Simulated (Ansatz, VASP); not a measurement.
# Cross-check of SiGe2 between VASP and Ansatz, part 2 of 2

Wanted: the spread between two codes on one cell, functional and k mesh. The cell is generated by rule, not measured, and may not be a known phase. The cell is taken from a series of runs on this material, whose earlier steps may have relaxed, scaled, displaced or heated it; both programs get it as it stands.

VASP 6.6.1 and Ansatz 0.2.0.

So far. Step 2 (Ansatz: single point, PBEsol, pair 1): The run ends at a pressure of -0.21 GPa, with forces up to 0.23 eV/Å. Step 3 (VASP: single point, PBEsol, pair 1): The run ends at a pressure of -0.23 GPa, with forces up to 0.23 eV/Å.

## (5) VASP: single point, PBEsol, pair 2

Level of this step: PBEsol; plane waves and PAW (Si, Ge_d); invented cell (VASP).

With cell and atoms fixed, the geometry can't cause a difference; cores, projectors, grids and the points listed under the comparison can.

File INCAR:

```
SYSTEM = SiGe2
PREC = Accurate
ENCUT = 500
EDIFF = 1E-06
NELM = 120
ISMEAR = 1
SIGMA = 0.15
LREAL = .FALSE.
ALGO = Normal
GGA = PS
NBANDS = 79
LORBIT = 11
LWAVE = .FALSE.
LCHARG = .FALSE.
ISIF = 2
LASPH = .TRUE.
GGA_COMPAT = .FALSE.
KPAR = 2
```

File POSCAR:

```
SiGe2
1.0
    0.0000000000     -3.0597254466     -3.0597254466
    0.0000000000      3.0597254466     -3.0597254466
   12.2389017864      0.0000000000      0.0000000000
Si Ge
4 8
Direct
    0.0000000000      0.0000000000      0.0000000000
    0.0000000000      0.0000000000      0.5000000000
    0.5000000000      0.5000000000      0.7500000000
    0.5000000000      0.5000000000      0.2500000000
    0.0000000000      0.5000000000      0.8750000000
    0.0000000000      0.5000000000      0.3750000000
    0.5000000000      0.0000000000      0.6250000000
    0.5000000000      0.0000000000      0.1250000000
    0.0000000000      0.5000000000      0.1250000000
    0.0000000000      0.5000000000      0.6250000000
    0.5000000000      0.0000000000      0.8750000000
    0.5000000000      0.0000000000      0.3750000000
```

File KPOINTS:

```
Automatic mesh
0
Gamma
8 8 4
0 0 0
```

Potentials, in the order of the species: Si and Ge_d (PBE family, release 64).

Command:

```
mpirun -np 2 vasp_std
```

Numbers of over 12 decimals in the logs are rounded to 6 here.

Log:

```text
[banner, memory and clock lines left out]
running    2 mpi-ranks, on    1 nodes
[...]
[... a notice as in an earlier step ...]

 LDA part: xc-table for (Slater+PW92), standard interpolation
 POSCAR, INCAR and KPOINTS ok, starting setup
[...]
entering main loop
       N       E                     dE             d eps       ncg     rms          rms(c)
DAV:   1     0.164483559766E+04    0.16448E+04   -0.52863E+04  8914   0.400E+03
DAV:   2     0.284967785202E+03   -0.13599E+04   -0.13041E+04  7110   0.113E+03
DAV:   3    -0.237620708991E+02   -0.30873E+03   -0.29468E+03  7344   0.261E+02
DAV:   4    -0.574060964369E+02   -0.33644E+02   -0.31949E+02  8521   0.871E+01
[...]
DAV:  10    -0.584102893808E+02   -0.17352E-04   -0.18862E-04  8889   0.866E-02    0.159E-02
DAV:  11    -0.584102953549E+02   -0.59741E-05   -0.31112E-05  8076   0.529E-02    0.489E-03
DAV:  12    -0.584102952713E+02    0.83601E-07   -0.21809E-06  5856   0.105E-02
   1 F= -.58410295E+02 E0= -.58409769E+02  d E =-.157818E-02
```

OUTCAR, selected parts (step 5):

```text
  Total       -0.7868662     -0.4808352     -0.4808352      0.0000000      0.0000000      0.0000000
  in kB       -5.5014113     -3.3617812     -3.3617812      0.0000000      0.0000000      0.0000000
  external PRESSURE =      -4.0749913 kB  Pullay stress =       0.0000000 kB

 POSITION                                       TOTAL-FORCE (eV/Angst)
 -----------------------------------------------------------------------------------
      0.00000      0.00000      0.00000         0.000000     -0.000000      0.000000
      6.11945      0.00000      0.00000         0.000000     -0.000000      0.000000
      9.17918      0.00000     -3.05973         0.000000     -0.000000      0.000000
      3.05973      0.00000     -3.05973         0.000000     -0.000000      0.000000
     10.70904      1.52986     -1.52986        -0.000000      0.000000      0.000000
      4.58959      1.52986     -1.52986         0.000000      0.000000     -0.000000
      7.64931     -1.52986     -1.52986         0.000000     -0.000000     -0.000000
      1.52986     -1.52986     -1.52986         0.000000      0.000000      0.000000
      1.52986      1.52986     -1.52986        -0.000000      0.000000      0.000000
      7.64931      1.52986     -1.52986        -0.000000     -0.000000     -0.000000
     10.70904     -1.52986     -1.52986        -0.000000      0.000000      0.000000
      4.58959     -1.52986     -1.52986         0.000000      0.000000      0.000000
 -----------------------------------------------------------------------------------
    total drift:                                0.000000      0.000000     -0.000000

  FREE ENERGIE OF THE ION-ELECTRON SYSTEM (eV)
  ---------------------------------------------------
  free  energy   TOTEN  =       -58.4102952713 eV

  energy  without entropy=      -58.4087170915  energy(sigma->0) =      -58.40976921

[... 2 parts as in an earlier step ...]

[... 1 further part left out ...]
[key lines of the parts left out:]
E-fermi :   6.6130
```

The run ends at a pressure of -0.41 GPa.

## (6) Ansatz: single point, PBEsol, pair 2

The same cell, functional, mesh and smearing now go to Ansatz, which takes its cutoff from its data sets.

The cell is taken from a series of runs on this material, whose earlier steps may have relaxed, scaled, displaced or heated it; both programs get it as it stands.

File input.yaml:

```yaml
crystal:
  lattice:
    - [0.0, -3.0597254466, -3.0597254466]
    - [0.0, 3.0597254466, -3.0597254466]
    - [12.2389017864, 0.0, 0.0]
  atoms:
    - { symbol: Si, position: [0.0, 0.0, 0.0] }
    - { symbol: Si, position: [0.0, 0.0, 0.5] }
    - { symbol: Si, position: [0.5, 0.5, 0.75] }
    - { symbol: Si, position: [0.5, 0.5, 0.25] }
    - { symbol: Ge, position: [0.0, 0.5, 0.875] }
    - { symbol: Ge, position: [0.0, 0.5, 0.375] }
    - { symbol: Ge, position: [0.5, 0.0, 0.625] }
    - { symbol: Ge, position: [0.5, 0.0, 0.125] }
    - { symbol: Ge, position: [0.0, 0.5, 0.125] }
    - { symbol: Ge, position: [0.0, 0.5, 0.625] }
    - { symbol: Ge, position: [0.5, 0.0, 0.875] }
    - { symbol: Ge, position: [0.5, 0.0, 0.375] }
kpoints:
  mp_grid: { grid: [8, 8, 4] }
hamiltonian:
  xc: pbesol
scf:
  occupations: { method: methfessel_paxton, width: 0.15 }
output:
  forces: true
  stress: true
  eigenvalues: true
```

Command:

```
ansatz run input.yaml --threads 4 --pin off --max-ram 7168MiB --backend cpu --events-out ev --progress --plain --runs-dir out
```

Log:

```text
[...]
Crystal: 12 atoms, lattice volume = 229.159 Å³
Basis set: ecut = 420 eV, 4481 PW (Γ), exchange–correlation on 60×60×180 points (8 copies of the dense FFT grid, shifted against one another)
Bands: 77, of which v1, the nominal top of the filled ones, is band 64 counted from 1 (63 counted from 0)
Symmetry: 64 space group operations
[...]
k-points: 45 of 256
[...]
k-point 0: bands = [... 60 lower, 8.2265, 8.4655, 8.4655, 8.4675, 8.5411, 9.5266, 9.5266, 11.3783, ... 9 higher]
  k-point 1: bands = [... 60 lower, 8.2602, 8.3063, 8.9558, 9.0146, 9.0146, 9.4423, 10.1732, 10.3496, ... 9 higher]
  k-point 2: bands = [... 60 lower, 8.5480, 8.5480, 9.1797, 9.1797, 9.7991, 9.7991, 9.7991, 9.7991, ... 9 higher]
  k-point 44: bands = [... 60 lower, 9.2032, 9.2032, 9.2032, 9.2032, 11.4373, 11.4373, 11.4373, 11.4373, ... 9 higher]
[key lines of the parts left out:]
SCF converged after 6 iterations
Free energy (F): -36509.892273 eV
Fermi energy:    9.589652 eV
P = ⅓ Tr σ = -0.3558 GPa (-3.558 kbar)
```

The run ends at a pressure of -0.36 GPa.

## (7) Comparison

The two programs side by side:

| quantity | Ansatz | VASP | difference |
| --- | --- | --- | --- |
| pressure (GPa) | -0.36 | -0.41 | +0.05 |

## (8) Ansatz: single point, PBEsol, pair 3

With cell and atoms fixed, the geometry can't cause a difference; cores, projectors, grids and the points listed under the comparison can.

The cell is taken from a series of runs on this material, whose earlier steps may have relaxed, scaled, displaced or heated it; both programs get it as it stands.

File input.yaml:

```yaml
crystal:
  lattice:
    - [0.0, 3.0597254466, 3.0597254466]
    - [-6.1194508932, 0.0, 0.0]
    - [0.0, -6.1194508932, 6.1194508932]
  atoms:
    - { symbol: Si, position: [0.5, 0.5, 0.25] }
    - { symbol: Si, position: [0.5, 0.5, 0.75] }
    - { symbol: Si, position: [0.0, 0.0, 0.5] }
    - { symbol: Si, position: [0.0, 0.0, 0.0] }
    - { symbol: Ge, position: [0.5, 0.75, 0.0] }
    - { symbol: Ge, position: [0.5, 0.75, 0.5] }
    - { symbol: Ge, position: [0.0, 0.25, 0.25] }
    - { symbol: Ge, position: [0.0, 0.25, 0.75] }
    - { symbol: Ge, position: [0.5, 0.25, 0.0] }
    - { symbol: Ge, position: [0.5, 0.25, 0.5] }
    - { symbol: Ge, position: [0.0, 0.75, 0.25] }
    - { symbol: Ge, position: [0.0, 0.75, 0.75] }
kpoints:
  mp_grid: { grid: [8, 6, 4] }
hamiltonian:
  xc: pbesol
scf:
  occupations: { method: methfessel_paxton, width: 0.15 }
output:
  forces: true
  stress: true
  eigenvalues: true
```

Log:

```text
[...]
Crystal: 12 atoms, lattice volume = 229.159 Å³
Basis set: ecut = 420 eV, 4495 PW (Γ), exchange–correlation on 60×90×120 points (8 copies of the dense FFT grid, shifted against one another)
Bands: 77, of which v1, the nominal top of the filled ones, is band 64 counted from 1 (63 counted from 0)
Symmetry: 32 space group operations
[...]
k-points: 60 of 192
[...]
k-point 0: bands = [... 60 lower, 8.2270, 8.4654, 8.4654, 8.4721, 8.5428, 9.0420, 9.0420, 9.8626, ... 9 higher]
  k-point 1: bands = [... 60 lower, 8.1177, 8.2651, 8.3374, 8.7838, 9.0039, 9.5146, 10.0542, 10.1723, ... 9 higher]
  k-point 2: bands = [... 60 lower, 7.9808, 7.9808, 8.3760, 8.3760, 10.2790, 10.2790, 10.9982, 10.9982, ... 9 higher]
  k-point 59: bands = [... 60 lower, 8.2092, 8.2092, 8.2092, 8.2092, 11.1026, 11.1026, 11.1026, 11.1026, ... 9 higher]
[key lines of the parts left out:]
SCF converged after 6 iterations
Free energy (F): -36509.904614 eV
Fermi energy:    9.646871 eV
P = ⅓ Tr σ = -0.3637 GPa (-3.637 kbar)
```

The run ends at a pressure of -0.36 GPa.

## (9) VASP: single point, PBEsol, pair 3

The same cell, functional, mesh and smearing now go to VASP, with its own data sets.

INCAR is that of step 5.

File POSCAR:

```
SiGe2
1.0
    0.0000000000      3.0597254466      3.0597254466
   -6.1194508932      0.0000000000      0.0000000000
    0.0000000000     -6.1194508932      6.1194508932
Si Ge
4 8
Direct
    0.5000000000      0.5000000000      0.2500000000
    0.5000000000      0.5000000000      0.7500000000
    0.0000000000      0.0000000000      0.5000000000
    0.0000000000      0.0000000000      0.0000000000
    0.5000000000      0.7500000000      0.0000000000
    0.5000000000      0.7500000000      0.5000000000
    0.0000000000      0.2500000000      0.2500000000
    0.0000000000      0.2500000000      0.7500000000
    0.5000000000      0.2500000000      0.0000000000
    0.5000000000      0.2500000000      0.5000000000
    0.0000000000      0.7500000000      0.2500000000
    0.0000000000      0.7500000000      0.7500000000
```

File KPOINTS:

```
Automatic mesh
0
Gamma
8 6 4
0 0 0
```

Command:

```
mpirun -np 2 vasp_std
```

Log:

```text
[... set-up lines as in an earlier step ...]
 entering main loop
       N       E                     dE             d eps       ncg     rms          rms(c)
DAV:   1     0.165733239481E+04    0.16573E+04   -0.52793E+04 11894   0.398E+03
DAV:   2     0.286412632555E+03   -0.13709E+04   -0.13144E+04  9480   0.113E+03
DAV:   3    -0.231577161247E+02   -0.30957E+03   -0.29537E+03  9765   0.261E+02
DAV:   4    -0.573822015022E+02   -0.34224E+02   -0.32239E+02 11331   0.873E+01
[...]
DAV:  10    -0.584226696040E+02   -0.23334E-04   -0.24598E-04 11732   0.110E-01    0.171E-02
DAV:  11    -0.584226752973E+02   -0.56933E-05   -0.43172E-05 10725   0.555E-02    0.376E-03
DAV:  12    -0.584226758833E+02   -0.58602E-06   -0.19655E-06  7825   0.701E-03
   1 F= -.58422676E+02 E0= -.58421588E+02  d E =-.326216E-02
```

Parts of OUTCAR (step 9):

```text
  Total       -1.2553247     -0.2151960     -0.2151960     -0.0000000      0.0000727     -0.0000000
  in kB       -8.7766601     -1.5045528     -1.5045528     -0.0000000      0.0005082     -0.0000000
  external PRESSURE =      -3.9285885 kB  Pullay stress =       0.0000000 kB

 POSITION                                       TOTAL-FORCE (eV/Angst)
 -----------------------------------------------------------------------------------
     -3.05973      0.00000      3.05973        -0.000000     -0.000000     -0.000000
     -3.05973     -3.05973      6.11945        -0.000000     -0.000000     -0.000000
      0.00000     -3.05973      3.05973        -0.000000      0.000000     -0.000000
      0.00000      0.00000      0.00000        -0.000000      0.000000     -0.000000
     -4.58959      1.52986      1.52986        -0.000001      0.000000      0.000000
     -4.58959     -1.52986      4.58959        -0.000001      0.000000     -0.000000
     -1.52986     -1.52986      1.52986        -0.000001     -0.000000     -0.000000
     -1.52986     -4.58959      4.58959        -0.000001     -0.000000     -0.000000
     -1.52986      1.52986      1.52986         0.000001      0.000000      0.000000
     -1.52986     -1.52986      4.58959         0.000001      0.000000      0.000000
     -4.58959     -1.52986      1.52986         0.000001      0.000000      0.000000
     -4.58959     -4.58959      4.58959         0.000001     -0.000000      0.000000
 -----------------------------------------------------------------------------------
    total drift:                               -0.000000     -0.000000      0.000000

  FREE ENERGIE OF THE ION-ELECTRON SYSTEM (eV)
  ---------------------------------------------------
  free  energy   TOTEN  =       -58.4226758833 eV

  energy  without entropy=      -58.4194137254  energy(sigma->0) =      -58.42158850

[... 3 further parts left out ...]
[key lines of the parts left out:]
E-fermi :   6.6704
```

The run ends at a pressure of -0.39 GPa.

## (10) Side by side

Both answers:

| quantity | Ansatz | VASP | difference |
| --- | --- | --- | --- |
| pressure (GPa) | -0.36 | -0.39 | +0.03 |

## (11) Results

```
r.m.s. force difference (single point, PBEsol, pair 1) : 1.3 meV/Å
difference in pressure (single point, PBEsol, pair 2)  : 0.052 GPa
difference in pressure (single point, PBEsol, pair 3)  : 0.029 GPa
```

**Reading.** The r.m.s. force difference is 1.3 meV/Å (single point, PBEsol, pair 1), within the 12 meV/Å picked in this series as the mark of a large difference. 2 further runs of this series are not shown here. Such differences can come from data sets, numerical settings and the points named under the comparisons, not from the functional's error against experiment.

[Lines on the potential files, build, host, timing and source positions are cut from VASP's logs without a mark.]

[Logs are printed without paths, hosts, clocks, repeated set-up lines and the standing remarks that a program may print on its own settings, such as how far it seeks lower states.]

[Hosts, paths, dates, database ids (printed as entryN), source tags and the programs' standing remarks are cut or masked in the printed files.]
